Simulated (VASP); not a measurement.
# GaN (P6_3mc) in VASP: notebook, part 2 of 2

VASP 6.6.1. Earlier steps stand in the parts before.

## (4) Single point, PBE

INCAR

```
PREC = Accurate
ENCUT = 520
EDIFF = 1E-7
ISMEAR = 0
SIGMA = 0.017
LREAL = False
LASPH = True
NELM = 100
ALGO = Fast
ISIF = 2
LWAVE = False
LCHARG = False
GGA = PE
```

KPOINTS

```
Automatic mesh
0
Gamma
  10 10 5
```

POSCAR

```
GaN
1.0
    3.1800000000      0.0000000000      0.0000000000
   -1.5900000000      2.7539607840      0.0000000000
    0.0000000000      0.0000000000      5.1660000000
Ga N
2 2
Direct
    0.6666666667      0.3333333333      0.5000000000
    0.3333333333      0.6666666667      0.0000000000
    0.6666666667      0.3333333333      0.8750000000
    0.3333333333      0.6666666667      0.3750000000
```

Potentials or basis: VASP PAW PBE potentials, release 64 (Ga_d, N).

On the command line:

```console
cat potpaw_PBE.64/Ga_d/POTCAR potpaw_PBE.64/N/POTCAR > POTCAR
mpirun -np 1 vasp_std > vasp.out
```

OUTCAR:

```text
PREC = Accurate
   ENCUT = 520
   EDIFF = 1E-7
   ISMEAR = 0
   LREAL = False
   LASPH = True
   NELM = 100
   ISIF = 2
   GGA = PE

 ion  position               nearest neighbor table
   1  0.667  0.333  0.500-   3 1.94   4 1.95   4 1.95   4 1.95
   2  0.333  0.667  0.000-   4 1.94   3 1.95   3 1.95   3 1.95
   3  0.667  0.333  0.875-   1 1.94   2 1.95   2 1.95   2 1.95
   4  0.333  0.667  0.375-   2 1.94   1 1.95   1 1.95   1 1.95

  LATTYP: Found a hexagonal cell.
[... 1220 lines left out ...]
  FORCE on cell =-STRESS in cart. coord.  units (eV):
  Direction    XX          YY          ZZ          XY          YZ          ZX
  --------------------------------------------------------------------------------------
  -------------------------------------------------------------------------------------
  Total        1.9001555      1.9001555      2.5134870      0.0000000     -0.0000000     -0.0000000
  in kB       67.2915381     67.2915381     89.0118772      0.0000000     -0.0000000     -0.0000000
  external PRESSURE =      74.5316511 kB  Pullay stress =       0.0000000 kB

 VOLUME and BASIS-vectors are now :
 -----------------------------------------------------------------------------
  energy-cutoff  :      520.00
  volume of cell :       45.24
      direct lattice vectors                 reciprocal lattice vectors
     3.180000000  0.000000000  0.000000000     0.314465409  0.181556688  0.000000000
    -1.590000000  2.753960784  0.000000000     0.000000000  0.363113377  0.000000000
     0.000000000  0.000000000  5.166000000     0.000000000  0.000000000  0.193573364

 POSITION                                       TOTAL-FORCE (eV/Angst)
 -----------------------------------------------------------------------------------
      1.59000      0.91799      2.58300         0.000000      0.000000     -0.134593
     -0.00000      1.83597      0.00000        -0.000000      0.000000     -0.134593
      1.59000      0.91799      4.52025        -0.000000      0.000000      0.134593
     -0.00000      1.83597      1.93725         0.000000      0.000000      0.134593
 -----------------------------------------------------------------------------------
    total drift:                               -0.000001     -0.000001     -0.000434

  FREE ENERGIE OF THE ION-ELECTRON SYSTEM (eV)
  ---------------------------------------------------
  free  energy   TOTEN  =       -24.2850038716 eV

  energy  without entropy=      -24.2850038716  energy(sigma->0) =      -24.28500387
```

stdout:

```text
POSCAR found type information on POSCAR GaN
 POSCAR found :  2 types and       4 ions
 scaLAPACK will be used
 LDA part: xc-table for (Slater+PW92), standard interpolation
 POSCAR, INCAR and KPOINTS ok, starting setup
 FFT: planning ... GRIDC
 FFT: planning ... GRID_SOFT
 FFT: planning ... GRID
 WAVECAR not read
 entering main loop
```

It took 45 s on 1 thread of Intel Xeon Platinum 8488C (Sapphire Rapids), shared host; peak memory 0.17 GiB.

What came out:

```yaml
Free_energy: -24.2850 eV
Pressure: 7.5 GPa
Largest_force: 0.135 eV/Å
Band_gap_on_the_k_mesh: 1.97 eV, direct
```

Forces on the atoms (eV/Å):
```
Ga   0.000  0.000 -0.135
Ga   0.000  0.000 -0.135
N    0.000  0.000  0.135
N    0.000  0.000  0.135
```

Stress tensor (GPa, compression positive):
```
6.73 0.00 0.00
0.00 6.73 0.00
0.00 0.00 8.90
```

Levels at points of the mesh, in eV from the valence-band top:
| k point | band 14 | band 15 | band 16 | band 17 | band 18 | band 19 | band 20 | band 21 | band 22 |
| --- | --- | --- | --- | --- | --- | --- | --- | --- | --- |
| (0.00, 0.00, 0.00) | -1.06 | -1.06 | -0.06 | 0.00 | 0.00 | 1.97 | 4.30 | 9.26 | 9.92 |
| (0.50, 0.00, 0.00) | -5.30 | -4.28 | -2.78 | -2.26 | -0.99 | 5.08 | 5.61 | 6.08 | 8.67 |

## (5) Single point, PBE

INCAR

```
SYSTEM = GaN
PREC     = Accurate       ! precision mode
ENCUT    = 520            ! plane-wave cutoff, eV
EDIFF    = 1E-6           ! SCF threshold, eV
ISMEAR   = 0              ! smearing method
SIGMA    = 0.014          ! smearing width, eV
LREAL    = .FALSE.        ! projectors in reciprocal space
LASPH    = .TRUE.         ! aspherical terms in the spheres
NELM     = 100            ! most SCF steps
ALGO     = Normal         ! electronic algorithm
ISIF     = 2              ! what is computed and relaxed
LWAVE    = .FALSE.        ! write WAVECAR
LCHARG   = .TRUE.         ! write CHGCAR
GGA      = PE             ! functional
LELF     = .TRUE.         ! ELF
LVHAR    = .TRUE.
```

KPOINTS

```
Automatic mesh
0
G
  10 10 5
  0 0 0
```

POSCAR is that of step 4.

On the command line:

```console
cat potpaw_PBE.64/Ga_d/POTCAR potpaw_PBE.64/N/POTCAR > POTCAR
mpirun -np 1 vasp_std > vasp.out
```

It took 23 s on 1 thread of Intel Xeon Platinum 8375C at 2.90GHz (Ice Lake), shared host; peak memory 0.17 GiB.

It converged, with:

| Item | Value |
| --- | --- |
| Free energy | -24.2850 eV |
| Pressure | 7.3 GPa |
| Largest force | 0.135 eV/Å |
| Band gap on the k mesh | 1.97 eV, direct |

Forces in eV/Å, atoms in the order of the input:
```
Ga   0.000  0.000 -0.135
Ga   0.000  0.000 -0.135
N    0.000  0.000  0.135
N    0.000  0.000  0.135
```

Stress tensor (GPa, compression positive):
```
6.59 0.00 0.00
0.00 6.59 0.00
0.00 0.00 8.76
```

Levels at points of the mesh, in eV from the valence-band top:
```tsv
k point	band 15	band 16	band 17	band 18	band 19	band 20	band 21	band 22
(0.00, 0.00, 0.00)	-1.06	-0.06	0.00	0.00	1.97	4.30	9.26	9.92
(0.50, 0.00, 0.00)	-4.27	-2.78	-2.26	-0.99	5.08	5.61	6.08	8.67
```

## (6) The reference run

An earlier run on the cell as given: functional PBEsol; potentials or basis VASP PAW PBE potentials, release 64 (Ga_d, N); cutoff 520 eV; k mesh 10 × 10 × 5; occupations fermi-dirac, width 0.05 eV; no spin polarisation.

- Pressure: 0.8 GPa
- Largest force: 0.131 eV/Å
- Band gap on the k mesh: 1.93 eV, direct

## (7) Overview

| level | potentials or basis | k mesh | cutoff (eV) | smearing | ladder | mesh quality | gap on the mesh (eV) | pressure (GPa) | largest force (eV/Å) |
| --- | --- | --- | --- | --- | --- | --- | --- | --- | --- |
| PBE | VASP PAW PBE potentials, release 64 (Ga_d_GW, N_GW) | 5 × 5 × 3 | 500 | gaussian 0.02 eV | - | coarse | 1.97 | 6.5 | 0.13 |
| PBE | VASP PAW PBE potentials, release 64 (Ga_d_GW, N_GW) | 5 × 5 × 3 | 450 | gaussian 0.02 eV | - | coarse | 1.97 | - | 0.13 |
| PBE | VASP PAW PBE potentials, release 64 (Ga_d, N) | 10 × 10 × 5 | 520 | gaussian 0.017 eV | - | not flagged | 1.97 | 7.5 | 0.13 |
| PBE | VASP PAW PBE potentials, release 64 (Ga_d, N) | 10 × 10 × 5 | 520 | gaussian 0.014 eV | - | not flagged | 1.97 | 7.3 | 0.13 |
| PBEsol | VASP PAW PBE potentials, release 64 (Ga_d, N) | 10 × 10 × 5 | 520 | fermi-dirac 0.05 eV | free | not flagged | 1.93 | 0.8 | 0.13 |

Alike in all rows: task single point; no spin polarisation; cell as given.

Caveats: some runs use coarse meshes; the cutoff is under 1.25 times the usual one of these potentials, so pressure, stress and relaxed cells hold a basis-set (Pulay) error (some runs); the PAW data sets were made with another functional, which shifts forces and pressure a little (some runs).

Total energies depend on the potentials used, so only differences within one code and one set of settings carry meaning.

## (8) Against experiment

Step 4. Against the measured gap of GaN, 3.503 eV (direct; quoted in “Studying electronic properties in GaN without electrical contacts using γ-γ vs e−-γ Perturbed Angular Correlations”, 2019, pmc:6823545), the calculated 1.97 eV is off by -1.53 eV. Spin-orbit coupling on Ga is left out. The value is that of PBE, without temperature or zero-point motion. Semilocal functionals fall short of measured gaps as a rule.

Step 5. A measured gap of GaN is 3.503 eV (direct; quoted in “Studying electronic properties in GaN without electrical contacts using γ-γ vs e−-γ Perturbed Angular Correlations”, 2019, pmc:6823545); the calculated 1.97 eV misses it by -1.53 eV. Spin-orbit coupling on Ga is left out. The value is that of PBE, without temperature or zero-point motion. Semilocal functionals fall short of measured gaps as a rule.
